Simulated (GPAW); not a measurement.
# Ag in GPAW: the effect of strain hydrostatic

Ag:

```
Ag
1.0
     2.81280    0.00000    0.00000
    -1.40640    2.43596    0.00000
     0.00000    0.00000    4.59840
Ag
2
Cartesian
  1.4064 0.8120 3.4488
  0.0000 1.6240 1.1496
```

This isn't the form of Ag at room conditions, which is fcc.

Alike in all runs:

```yaml
Program: GPAW 26.7.0
Task: single point
Functional: PBEsol
Potentials_or_basis: PAW data sets generated in the run's folder for this functional
Cutoff: 600 eV
Basis: pw
k_mesh: 10 × 10 × 6
Occupations: fermi-dirac, width 0.05 eV
Spin: no spin polarisation
Maxiter: 150
```

```csv
strain hydrostatic,pressure (GPa)
-0.04,8.4
-0.02,-0.2
-0.01,-3.4
0,-6.1
0.01,-8.3
0.02,?
0.04,-12.6
```

**Question.** What does the run with strain hydrostatic 0.02 give?

**Answer.** Pressure -10.1 GPa.

Worked out: A parabola through the other rows of the pressure, of slope -159 GPa per unit of strain hydrostatic there, gives -10.4 GPa, against the run's -10.1.

Caveats: the density grid can change from cell to cell, which puts small steps into energies and stress.
